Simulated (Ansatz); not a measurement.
## MgI2 (CdCl2 type): the band gap by level of theory

All numbers come from Ansatz 0.2.0. (Calculated; non-magnetic; the phase may be known or hypothetical.)

MgI2, CdCl2 type, relaxed with r2SCAN+rVV10. Mg has 6 I at 2.92 Å; I has 3 Mg at 2.92 Å.

Space group R-3m:H (No. 166). a = 4.157 Å, b = 4.157 Å, c = 20.677 Å, α = 90.00°, β = 90.00°, γ = 120.00°
```
atom  site  symmetry       x       y       z
  Mg    3a       -3m  0.0000  0.0000  0.0000
   I    6c        3m  0.3333  0.6667  0.9194
```

Relaxed lattice by functional, symmetry kept:
```tsv
functional	k mesh	a (Å)	c (Å)	volume (Å³/atom)
PBE-D3(BJ)	6×6×6	4.127	20.518	33.63
r2SCAN+rVV10	6×6×6	4.157	20.677	34.39
PBE-D4	6×6×6	4.133	20.573	33.82
```

Gaps on the r2SCAN+rVV10 cell, each the least over its mesh and the special points:
```csv
level,k mesh,gap (eV),kind,edges,least direct gap (eV),rough cost
LDA,8×8×8,3.09,indirect,Γ → F,3.43,9 core-seconds
PBE,8×8×8,3.27,indirect,Γ → F,3.68,10 core-seconds
PBE+SOC,8×8×8,2.93,indirect,Γ → F,3.36,60 core-seconds
r2SCAN,8×8×8,3.85,indirect,Γ → F,4.27,23 core-seconds
"G0W0@PBE (307 empty bands, 120 eV, 4×4×4)",4×4×4,4.86,–,Γ → F (mesh),–,8 core-minutes
```
PBE: smearing of 0.02 eV; the others have fixed occupations.
Wave cutoffs: 420 eV, 500 eV (r2SCAN).
The G0W0 gap is PBE's gap over the path plus the quasiparticle shift read on the mesh. G0W0 values are finite-basis, finite-mesh values.
Costs come from shared machines and give only the order; PBE's includes the band path. The runs had 2 threads of Arm Neoverse V2, on a shared host.

With r2SCAN the valence top lies at Γ and the conduction bottom at F, 3.85 eV higher; the smallest vertical gap, at F, is 4.27 eV. Spin-orbit coupling changes the PBE gap by -0.34 eV, to 2.93 eV.

Set against the finite-basis gap of 4.86 eV from G0W0@PBE (307 empty bands, 120 eV, 4×4×4), the closest functional is r2SCAN, which differs by -1.01 eV; G0W0 itself took about 20 times r2SCAN's cost. The others: PBE -1.59, LDA -1.77 eV. The yardstick's own error is a tenth of an eV or more. For gaps to 0.1 eV, spin-orbit coupling (up to 0.34 eV here) has to be included. All these functionals give a gap of the same kind, indirect.

PBE (ground state on 6×6×6): The electronic dielectric tensor ε∞ is 4.44 along x and y, 3.88 along z. Born charges, averaged over directions: Mg +2.18, I -1.09 e.

Only the levels marked +SOC include spin-orbit coupling.
